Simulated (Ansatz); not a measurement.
**C: a trial structure relaxed**

Aim: relax a trial structure of C and see where it ends.

Program: Ansatz 0.2.0. Level of theory: DFT PBE, scalar-relativistic, plane waves, PAW. These are calculated values, not measurements.

## (1) The starting structure

Symmetry: I4_1/amd, No. 141, tetragonal system. Conventional cell: a = 6.191 Å, b = 6.191 Å, c = 4.124 Å, α = 90.00°, β = 90.00°, γ = 90.00°. C (site symmetry m) is surrounded by 3 C at 1.46 Å.

Structure file:

```cif
data_structure
_symmetry_space_group_name_H-M 'P 1'
_symmetry_Int_Tables_number 1
_cell_length_a 4.8389
_cell_length_b 4.8389
_cell_length_c 4.8389
_cell_angle_alpha 100.462
_cell_angle_beta 100.462
_cell_angle_gamma 129.556
_cell_volume 79.03
loop_
_atom_site_label
_atom_site_type_symbol
_atom_site_fract_x
_atom_site_fract_y
_atom_site_fract_z
_atom_site_occupancy
C1 C 0.83327 0.00000 0.83327 1
C2 C 0.16673 0.00000 0.16673 1
C3 C 0.75000 0.41673 0.66673 1
C4 C 0.75000 0.08327 0.33327 1
C5 C 0.58327 0.25000 0.33327 1
C6 C 0.91673 0.25000 0.66673 1
C7 C 0.00000 0.83327 0.83327 1
C8 C 0.00000 0.16673 0.16673 1
```

A structure generator made this guess: 3-connected net of one element (I4_1/amd, No. 141). Its size is a rough estimate.

## (2) A first look at the guess

input.yaml reads:

```yaml
crystal:
  lattice:
    - [-3.09542929, 3.09542929, 2.06201701]
    - [3.09542929, -3.09542929, 2.06201701]
    - [3.09542929, 3.09542929, -2.06201701]
  atoms:
    - { symbol: C, position: [0.83326842, 6.0e-08, 0.83326836] }
    - { symbol: C, position: [0.1667317, 6.0e-08, 0.16673164] }
    - { symbol: C, position: [0.75000006, 0.4167317, 0.66673164] }
    - { symbol: C, position: [0.75000006, 0.08326842, 0.33326836] }
    - { symbol: C, position: [0.5832683, 0.24999994, 0.33326836] }
    - { symbol: C, position: [0.91673158, 0.24999994, 0.66673164] }
    - { symbol: C, position: [0.99999994, 0.8332683, 0.83326836] }
    - { symbol: C, position: [0.99999994, 0.16673158, 0.16673164] }
basis:
  ecutwfc: 420
kpoints:
  mp_grid: { grid: [6, 6, 6] }
hamiltonian:
  xc: pbe
scf:
  occupations: { method: gaussian, width: 0.1 }
  lower_state_search: "off"
output:
  forces: true
  stress: true
  eigenvalues: true
```

Command:

```console
$ ansatz run input.yaml --threads 1 --pin off --max-ram 2560MiB --backend cpu --events-out ev --progress --plain --runs-dir out
```

Further runs follow: spin check on a coarse mesh; rough relaxation on the coarse mesh; relaxation on the finer mesh.

What does the calculation give? Wanted: conventional cell; volume; energy over the standard state; gap on the mesh.

As calculated:

```
                              quantity                                                                      value
symmetry at the end (tolerance 0.02 Å)                                             space group I4_1/amd (No. 141)
                     conventional cell  a = 6.586 Å, b = 6.586 Å, c = 3.387 Å, α = 90.00°, β = 90.00°, γ = 90.00°
                                volume                                                               9.18 Å³/atom
        energy over the standard state                                                              +0.69 eV/atom
                       gap on the mesh                                                                    0.10 eV
```

In words: The space group I4_1/amd (No. 141) is kept, and the volume per atom shrinks by 7.1 % from the first guess. It lies above the element's standard state, so it is metastable at best. No finished test with a distortion of lower symmetry is shown, so the end may be a saddle point. Other magnetic orders were not searched.
